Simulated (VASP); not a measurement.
## InP (zincblende): a HSE06 single-point calculation in VASP

INCAR, step 1 (PBE orbitals to start from)

```
LWAVE = .TRUE.
NBANDS = 16
ISMEAR = 0
LCHARG = .FALSE.
PREC = Accurate
EDIFF = 1E-5
ENCUT = 520
GGA = PE
LASPH = .TRUE.
NELM = 120
SIGMA = 0.01
LREAL = .FALSE.
```

INCAR, step 2

```
PREC = Accurate
ALGO = Normal
ENCUT = 520
EDIFF = 1E-7
LWAVE = .FALSE.
PRECFOCK = Fast
NELM = 120
NSW = 0
ISIF = 2
SIGMA = 0.01
ISMEAR = 0
ISTART = 1
HFSCREEN = 0.2079
LREAL = .FALSE.
LASPH = .TRUE.
AEXX = 0.25
GGA = PE
IBRION = -1
LCHARG = .FALSE.
NBANDS = 16
LHFCALC = .TRUE.
```

KPOINTS

```
KPOINTS created by Atomic Simulation Environment
0
Gamma
6 6 6
0 0 0
```

KPOINTS_OPT

```
special points
6
Reciprocal
0.0000000000 0.0000000000 0.0000000000 1
0.5000000000 0.0000000000 0.5000000000 1
0.5000000000 0.2500000000 0.7500000000 1
0.3750000000 0.3750000000 0.7500000000 1
0.5000000000 0.5000000000 0.5000000000 1
0.6250000000 0.2500000000 0.6250000000 1
```

POSCAR

```
In P
 1.0000000000000000
     0.0000000000000000    2.9537876444616966    2.9537876444616966
     2.9537876444616966    0.0000000000000000    2.9537876444616966
     2.9537876444616966    2.9537876444616966    0.0000000000000000
 In  P
   1   1
Cartesian
  0.0000000000000000  0.0000000000000000 -0.0000000000000000
  1.4768938222308481  1.4768938222308481  1.4768938222308481
```

VASP ran with the recommended PBE PAW datasets (18 valence electrons in the cell).

Command

```
mpirun -np 1 vasp_std
```

From OUTCAR

```
k-points           NKPTS =     16   k-points in BZ     NKDIM =    216   number of bands    NBANDS=     16

   NELECT =      18.0000    total number of electrons

   dimension x,y,z NGX =    32 NGY =   32 NGZ =   32
   dimension x,y,z NGXF=    64 NGYF=   64 NGZF=   64

  energy-cutoff  :      520.00
  volume of cell :       51.54
      direct lattice vectors                 reciprocal lattice vectors
     0.000000000  2.953787644  2.953787644    -0.169274186  0.169274186  0.169274186
     2.953787644  0.000000000  2.953787644     0.169274186 -0.169274186  0.169274186
     2.953787644  2.953787644  0.000000000     0.169274186  0.169274186 -0.169274186

 k-points in reciprocal lattice and weights: KPOINTS created by Atomic Simulation Env
   0.00000000  0.00000000  0.00000000       0.005
   0.16666667  0.00000000  0.00000000       0.037
   0.33333333  0.00000000  0.00000000       0.037
   0.50000000  0.00000000  0.00000000       0.019
   0.16666667  0.16666667  0.00000000       0.028
   0.33333333  0.16666667  0.00000000       0.111
   0.50000000  0.16666667  0.00000000       0.111
  -0.33333333  0.16666667  0.00000000       0.111
   ...

 E-fermi :   4.5971

 k-point     1 :       0.0000    0.0000    0.0000
  band No.  band energies     occupation
      1     -11.3302      2.00000
      2     -11.3302      2.00000
      3     -11.3302      2.00000
      4     -11.1802      2.00000
      5     -11.1802      2.00000
      6      -8.0576      2.00000
      7       4.5146      2.00000
      8       4.5146      2.00000
      9       4.5146      2.00000
     10       5.8680      0.00000
     11       9.4280      0.00000
     12       9.4280      0.00000
     13       9.4280      0.00000
     14      13.9744      0.00000
     15      14.9682      0.00000
     16      14.9682      0.00000

 k-point     2 :       0.1667    0.0000    0.0000
  band No.  band energies     occupation
      1     -11.3576      2.00000
      2     -11.3186      2.00000
      3     -11.3186      2.00000
      4     -11.1799      2.00000
      5     -11.1799      2.00000
      6      -7.7298      2.00000
      7       2.2597      2.00000
      8       4.1998      2.00000
      9       4.1998      2.00000
     10       6.9954      0.00000
     11       9.8082      0.00000
     12       9.8892      0.00000
     13       9.8892      0.00000
     14      14.0695      0.00000
     15      14.0695      0.00000
     16      14.8930      0.00000

 k-point     3 :       0.3333    0.0000    0.0000
  band No.  band energies     occupation
      1     -11.4096      2.00000
      2     -11.2996      2.00000
      3     -11.2996      2.00000
      4     -11.1745      2.00000
      5     -11.1745      2.00000
      6      -6.8855      2.00000
      7      -0.3457      2.00000
      8       3.6998      2.00000
      9       3.6998      2.00000
     10       6.8707      0.00000
     11      10.2346      0.00000
     12      10.2346      0.00000
     13      11.6818      0.00000
     14      14.2783      0.00000
     15      14.5993      0.00000
     16      14.5993      0.00000

 k-point     4 :       0.5000    0.0000    0.0000
  band No.  band energies     occupation
      1     -11.4343      2.00000
      2     -11.2929      2.00000
      3     -11.2929      2.00000
      4     -11.1689      2.00000
      5     -11.1689      2.00000
      6      -6.2661      2.00000
      7      -1.5980      2.00000
      8       3.4904      2.00000
      9       3.4904      2.00000
     10       6.7043      0.00000
     11      10.1611      0.00000
     12      10.1611      0.00000
     13      12.4983      0.00000
     14      14.9651      0.00000
     15      16.2824      0.00000
     16      16.2824      0.00000

 k-point     5 :       0.1667    0.1667    0.0000
  band No.  band energies     occupation
      1     -11.3785      2.00000
      2     -11.3066      2.00000
      3     -11.3066      2.00000
      4     -11.1899      2.00000
      5     -11.1725      2.00000
      6      -7.6214      2.00000
      7       2.3039      2.00000
      8       3.6710      2.00000
      9       3.6710      2.00000
     10       7.8731      0.00000
     11       8.3871      0.00000
     12      10.6819      0.00000
     13      10.6819      0.00000
     14      12.6253      0.00000
     15      15.2462      0.00000
     16      15.9757      0.00000

 k-point     6 :       0.3333    0.1667    0.0000
  band No.  band energies     occupation
      1     -11.4197      2.00000
      2     -11.2896      2.00000
      3     -11.2849      2.00000
      4     -11.1942      2.00000
      5     -11.1659      2.00000
      6      -6.9390      2.00000
      7       0.3185      2.00000
      8       2.9702      2.00000
      9       3.1417      2.00000
     10       7.9684      0.00000
     11       9.0622      0.00000
     12      10.8765      0.00000
     13      11.3806      0.00000
     14      13.5589      0.00000
     15      15.5381      0.00000
     16      16.2117      0.00000

 k-point     7 :       0.5000    0.1667    0.0000
  band No.  band energies     occupation
      1     -11.4430      2.00000
      2     -11.2848      2.00000
      3     -11.2763      2.00000
      4     -11.1844      2.00000
      5     -11.1658      2.00000
      6      -6.1398      2.00000
      7      -1.3189      2.00000
      8       2.2645      2.00000
      9       3.0527      2.00000
     10       7.8288      0.00000
     11       9.7167      0.00000
     12      11.1220      0.00000
     13      12.0340      0.00000
     14      14.7811      0.00000
     15      16.3396      0.00000
     16      16.4956      0.00000

 k-point     8 :      -0.3333    0.1667    0.0000
  band No.  band energies     occupation
      1     -11.4318      2.00000
      2     -11.2877      2.00000
      3     -11.2838      2.00000
      4     -11.1780      2.00000
      5     -11.1741      2.00000
      6      -6.3621      2.00000
      7      -0.9096      2.00000
      8       2.0705      2.00000
      9       3.4500      2.00000
     10       7.9784      0.00000
     11       9.9544      0.00000
     12      10.7720      0.00000
     13      11.8046      0.00000
     14      14.1027      0.00000
     15      15.5439      0.00000
     16      16.6913      0.00000

 k-point     9 :      -0.1667    0.1667    0.0000
  band No.  band energies     occupation
      1     -11.3935      2.00000
      2     -11.3050      2.00000
      3     -11.2989      2.00000
      4     -11.1849      2.00000
      5     -11.1737      2.00000
      6      -7.2224      2.00000
      7       0.9143      2.00000
      8       2.7603      2.00000
      9       4.0505      2.00000
     10       7.9660      0.00000
     11       9.7438      0.00000
     12      10.2086      0.00000
     13      10.6424      0.00000
     14      13.1451      0.00000
     15      14.9628      0.00000
     16      16.4398      0.00000

 k-point    10 :       0.3333    0.3333    0.0000
  band No.  band energies     occupation
      1     -11.4616      2.00000
      2     -11.2578      2.00000
      3     -11.2578      2.00000
      4     -11.2133      2.00000
      5     -11.1570      2.00000
      6      -6.4832      2.00000
      7      -0.2292      2.00000
      8       2.5144      2.00000
      9       2.5144      2.00000
     10       7.2490      0.00000
     11       8.1100      0.00000
     12      13.0849      0.00000
     13      13.1224      0.00000
     14      13.1224      0.00000
     15      15.9621      0.00000
     16      18.8562      0.00000

 k-point    11 :       0.5000    0.3333    0.0000
  band No.  band energies     occupation
      1     -11.4771      2.00000
      2     -11.2537      2.00000
      3     -11.2457      2.00000
      4     -11.2119      2.00000
      5     -11.1564      2.00000
      6      -5.8093      2.00000
      7      -1.2454      2.00000
      8       1.5879      2.00000
      9       2.3541      2.00000
     10       7.4429      0.00000
     11       8.7272      0.00000
     12      12.6350      0.00000
     13      13.3197      0.00000
     14      15.1237      0.00000
     15      16.5362      0.00000
     16      17.6725      0.00000

 k-point    12 :      -0.3333    0.3333    0.0000
  band No.  band energies     occupation
      1     -11.4588      2.00000
      2     -11.2715      2.00000
      3     -11.2562      2.00000
      4     -11.1932      2.00000
      5     -11.1697      2.00000
      6      -5.7383      2.00000
      7      -1.3081      2.00000
      8       0.9467      2.00000
      9       2.7563      2.00000
     10       7.8514      0.00000
     11      10.5223      0.00000
     12      12.2948      0.00000
     13      12.4588      0.00000
     14      13.4378      0.00000
     15      14.7083      0.00000
     16      18.7427      0.00000

 ...

  Total       -0.0970878     -0.0970878     -0.0970878      0.0000000      0.0000000      0.0000000
  in kB       -3.0179170     -3.0179170     -3.0179170      0.0000000      0.0000000      0.0000000
  external PRESSURE =      -3.0179170 kB  Pullay stress =       0.0000000 kB

 POSITION                                       TOTAL-FORCE (eV/Angst)
 -----------------------------------------------------------------------------------
      0.00000      0.00000      0.00000         0.000000      0.000000      0.000000
      1.47689      1.47689      1.47689        -0.000000     -0.000000     -0.000000
 -----------------------------------------------------------------------------------
    total drift:                                0.000009      0.000010      0.000006

  FREE ENERGIE OF THE ION-ELECTRON SYSTEM (eV)
  ---------------------------------------------------
  free  energy   TOTEN  =        -9.9860189013 eV

  energy  without entropy=       -9.9860189013  energy(sigma->0) =       -9.98601890
```

* gap between bands v and c: 1.35 eV
* least direct gap: 1.35 eV
* pressure: -0.3 GPa

Band v is the last that the valence electrons fill when counted band by band, and c is the next.

The run (its last step) took about 20 min on one core of a shared host (Intel Xeon 6975P-C) and held 0.32 GiB at most.
